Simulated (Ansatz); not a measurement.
## Calculation log, KCl (Fm-3m) (quasi-harmonic thermal expansion)

Method: PBEsol, PAW on Ansatz 0.2.0's default frozen-core files (fitted under PBE), scalar-relativistic.

Cell and atoms were relaxed beforehand by PAW with this functional.

Command line:

```sh
ansatz run input.yaml --threads 2 --pin off --max-ram 5120MiB --backend cpu --events-out ev --progress --plain --runs-dir out
```

Input:

```yaml
crystal:
  lattice:
    - [0.0, 3.12127680528, 3.12127680528]
    - [3.12127680528, 0.0, 3.12127680528]
    - [3.12127680528, 3.12127680528, 0.0]
  atoms:
    - { symbol: K, position: [0.0, 0.0, 0.0] }
    - { symbol: Cl, position: [0.5, 0.5, 0.5] }
kpoints:
  mp_grid: { grid: [8, 8, 8] }
scf:
  occupations: { method: fixed }
hamiltonian:
  xc: pbesol
  pseudopotentials: { kind: paw }
phonons:
  qmesh: [4, 4, 4]
  thermal_expansion: {}
  temperatures: { t_min: 0, t_max: 500, t_step: 50 }
```

The program printed:

```
Warning: RAYON_NUM_THREADS=2 ignored (pool sized by the plan → 2); use --threads N
The last accepted step is kept in <dir> (removed where the run ends without a failure and the disk answers)
Engine: ansatz 0.2.0, x86_64-unknown-linux-gnu
Pseudopotentials: kind: paw
Pseudopotential: K, paw, valence charge 9, recommended cutoff 420 eV (normal), K.paw.azcp
Pseudopotential: Cl, paw, valence charge 7, recommended cutoff 420 eV (normal), Cl.paw.azcp
Functional definition: PBEsol
  exchange = pbesol_x
  correlation = pbesol_c
Crystal: 2 atoms, lattice volume = 60.817 Å³
Basis set: ecut = 487.2 eV, 1459 PW (Γ), exchange–correlation on 64×64×64 points (8 copies of the dense FFT grid, shifted against one another)
Bands: 12, of which v1, the nominal top of the filled ones, is band 8 counted from 1 (7 counted from 0)
Symmetry: 48 space group operations
Space group: Fm-3m (ITA 225), of the structure as read, at distance tolerance 3.9e-5 Å
k-points: 29 of 512
Non-local potential: K, projectors of the file, l = 0: 3, l = 1: 2, l = 2: 2
Non-local potential: Cl, projectors of the file, l = 0: 2, l = 1: 2, l = 2: 2
PAW form: soft (Blöchl's): semilocal exchange-correlation on the pseudo side does not see the compensation charge
PAW frozen core: K, regenerated for the run's functional, and the local potential with it (the file was generated under x = pbe(κ = 0.804, μ = 0.2195149727645171), c = pbe(β = 0.06672455060314922))
PAW frozen core: Cl, regenerated for the run's functional, and the local potential with it (the file was generated under x = pbe(κ = 0.804, μ = 0.2195149727645171), c = pbe(β = 0.06672455060314922))
PAW one-centre angular grid: K, 110 points (default); XC on 64 Gauss nodes
PAW one-centre angular grid: Cl, 110 points (default); XC on 64 Gauss nodes
Initial density: superposition of atomic densities (neutral atoms: chi_scale 0, normalization atom), corrected by the library's trained network
Initial wavefunctions: pseudopotential atomic-orbital guess
Functional: x = pbesol(κ = 0.804, μ = 0.12345679012345678), c = pbesol(β = 0.046)
SCF iter   1: F=—  HF=-2580.744430 eV  |F-HF|=—  |Δ(HF+E_count)|=         —  Δρ=3.11e-3  dr2=7.84e-3  ethr=1.77e-3  ⟨swp⟩=4.7  Hψ=1885  notcnv=0  defer=50
preconditioner: auto → none  [insulator: Δε(μ)=5.038 eV  Ē_g=15.150 eV  n_scr=14 (ndim 8)  ℏωp=17.8 eV  f_vac=0.082  ε∞_Penn≈2.4]
SCF iter   2: F=—  HF=-2580.741286 eV  |F-HF|=—  |Δ(HF+E_count)|=   3.14e-3  Δρ=9.61e-4  dr2=2.72e-4  ethr=4.90e-5  ⟨swp⟩=2.4  Hψ=775  notcnv=0  defer=56
SCF iter   3: F=—  HF=-2580.741250 eV  |F-HF|=—  |Δ(HF+E_count)|=   3.65e-5  Δρ=3.72e-4  dr2=3.74e-5  ethr=1.70e-6  ⟨swp⟩=2.7  Hψ=521  notcnv=0  defer=55
SCF iter   4: F=—  HF=-2580.741251 eV  |F-HF|=—  |Δ(HF+E_count)|=   1.37e-6  Δρ=5.41e-5  dr2=9.14e-7  ethr=2.34e-7  ⟨swp⟩=1.3  Hψ=421  notcnv=0  defer=2
SCF iter   5: F=—  HF=-2580.741255 eV  |F-HF|=—  |Δ(HF+E_count)|=   3.58e-6  Δρ=5.72e-6  dr2=2.04e-8  ethr=5.71e-9  ⟨swp⟩=3.0  Hψ=580  notcnv=0
SCF iter   6: F=—  HF=-2580.741255 eV  |F-HF|=—  |Δ(HF+E_count)|=   1.31e-8  Δρ=1.90e-6  dr2=2.20e-9  ethr=1.28e-10  ⟨swp⟩=2.0  Hψ=551  notcnv=0
[... 24 lines left out ...]
  E_ewald      = -845.792750
  E_core_change = 0.186317  (= ΣΔE_core)
  E_smearing   = -0.000000  (= −TS)
  E_closure    = 0.000000  (closes the sum)
  Σ components = -2580.741255   (vs F -2580.741255, Δ=0.00e0)
--- Forces (eV/Å), atoms counted from 1 ---
  atom   1  K     -0.00000000     0.00000000     0.00000000
  atom   2  Cl     0.00000000    -0.00000000     0.00000000
  max |Σ_I F_I| component: 8.97e-30 eV/Å
--- Stress (GPa, compression-positive) ---
        0.010068      -0.000000      -0.000000
        0.000000       0.010068       0.000000
        0.000000      -0.000000       0.010068
  P = ⅓ Tr σ = 0.0101 GPa (0.101 kbar)
── thermal expansion: 3 new cells, 3 in all ──
thermal expansion: relaxation of cell 2
thermal expansion: relaxation of cell 3
── thermal expansion: 2 new cells, 5 in all ──
thermal expansion: relaxation of cell 4
thermal expansion: lower-state search of cell 4
thermal expansion: phonons of cell 4
thermal expansion: relaxation of cell 5
thermal expansion: phonons of cell 5
── thermal expansion: 7 new cells, 12 in all ──
thermal expansion: relaxation of cell 6
thermal expansion: relaxation of cell 7
thermal expansion: relaxation of cell 8
thermal expansion: relaxation of cell 9
thermal expansion: relaxation of cell 10
thermal expansion: relaxation of cell 11
thermal expansion: relaxation of cell 12
thermal expansion: phonons of cell 6
thermal expansion: phonons of cell 7
thermal expansion: phonons of cell 8
thermal expansion: phonons of cell 9
--- Relaxed structure (1 steps of the walk, 1 accepted, 0 SCFs on fresh bases) ---
  F+E_penalty+E_count = -2580.74125459 eV   max|allowed force component| = 5.243e-30 eV/Å
  atoms:
    - { symbol: K, position: [0.0, 0.0, 0.0] }
    - { symbol: Cl, position: [0.5, 0.5, 0.5] }
--- Thermal expansion: 12 cells in 3 rounds, 0 GPa ---
  no lower state was reached at cell 4
  without vibrations: a 4.41495, b 4.41495, c 4.41495 Å, V 60.8504 Å³, B 18.44 GPa
  at 0 K: a 4.43064, b 4.43064, c 4.43064 Å, V 61.5014 Å³, B 17.79 GPa
  zero-point expansion: a +0.355, b +0.355, c +0.355, V +1.070 %
      T/K        a/Å        b/Å        c/Å       V/Å³ | expansion of a, b, c, V (1e-6/K)   | that of V in the mean from 25 °C | C_P, C_V (J/mol K of the cell) | B_T, B_S (GPa)
     0.00    4.43064    4.43064    4.43064    61.5014 |    0.00    0.00    0.00    0.00 |  100.93 |     0.000     0.000 |    17.79    17.79
    50.00    4.43178    4.43178    4.43178    61.5488 |   16.70   16.70   16.70   50.10 |  118.25 |    23.509    23.427 |    17.63    17.69
   100.00    4.43764    4.43764    4.43764    61.7932 |   33.28   33.28   33.28   99.83 |  128.63 |    40.822    40.189 |    17.08    17.35
   150.00    4.44585    4.44585    4.44585    62.1369 |   39.92   39.92   39.92  119.75 |  135.47 |    46.587    45.264 |    16.44    16.92
   200.00    4.45521    4.45521    4.45521    62.5302 |   44.02   44.02   44.02  132.05 |  141.28 |    49.330    47.260 |    15.76    16.45
   250.00    4.46542    4.46542    4.46542    62.9609 |   47.48   47.48   47.48  142.45 |  146.91 |    51.116    48.222 |    15.05    15.95
   298.15    4.47600    4.47600    4.47600    63.4095 |   50.83   50.83   50.83  152.50 |       - |    52.530    48.737 |    14.33    15.44
   300.00    4.47642    4.47642    4.47642    63.4274 |   50.97   50.97   50.97  152.90 |  152.72 |    52.583    48.752 |    14.30    15.42
   350.00    4.48826    4.48826    4.48826    63.9322 |   54.81   54.81   54.81  164.42 |  158.98 |    53.994    49.073 |    13.51    14.86
   400.00    4.50107    4.50107    4.50107    64.4810 |   59.30   59.30   59.30  177.90 |  165.91 |    55.507    49.281 |    12.67    14.27
   450.00    4.51503    4.51503    4.51503    65.0829 |   64.80   64.80   64.80  194.41 |  173.80 |    57.260    49.423 |    11.76    13.62
   500.00    4.53045    4.53045    4.53045    65.7519 |   71.88   71.88   71.88  215.63 |  183.02 |    59.434    49.524 |    10.77    12.92
  the static fit leaves 0.000 meV an atom of the energies and, of the stresses, 0.000 GPa of each cell's largest along a strain (root mean squares over the cells), whose Pulay part it has at -0.001 GPa
  vibrations' free energy: its fit leaves 0.0000 meV an atom at the most
  the electrons' free energy at temperature is not in it: every band gap is over 0.52 eV
  free energies summed between the sampled wave vectors
  estimated error of the fitted expansion in any direction: up to 0.139e-6/K, at 500 K (an estimate, not a bound: it was exceeded on models of known expansion)
  by sums over the sampled wave vectors an expansion of the volume parts by up to 0.90e-6/K
  by a static energy of one degree less an expansion of the volume parts by up to 0.85e-6/K
  the FFT grids of the static calculations differ: 32 × 32 × 32, 36 × 36 × 36
  band gaps on the cells' k-points are 4.748 to 5.200 eV
```

Self-consistency was reached.

**Thermal expansion**

Quasi-harmonic lattice of a crystal by Kohn-Sham DFT: finite-displacement phonons on strained cells about the given cell, electrons' free energy included in metals.

```csv
temperature (K),volume expansion coefficient (×10⁻⁶/K),volume over given cell less one (%),heat capacity constant pressure (k_B/atom),isothermal bulk modulus (GPa),grueneisen parameter
50,50.1,1.203,1.414,17.63,1.397
100,99.83,1.605,2.455,17.08,1.579
150,119.8,2.17,2.802,16.44,1.627
200,132,2.817,2.966,15.76,1.658
250,142.4,3.525,3.074,15.05,1.685
300,152.9,4.292,3.162,14.3,1.713
350,164.4,5.122,3.247,13.51,1.743
400,177.9,6.024,3.338,12.67,1.775
450,194.4,7.014,3.443,11.76,1.813
500,215.6,8.114,3.574,10.77,1.856
```

Limits of these numbers: frozen-core PAW files fitted under PBE, their cores solved anew for the functional of the run; expansion moves with the q mesh.

It took 14 min on 2 threads of Intel(R) Xeon(R) 6975P-C (Granite Rapids), on a shared host, peak memory 1.2 GiB.
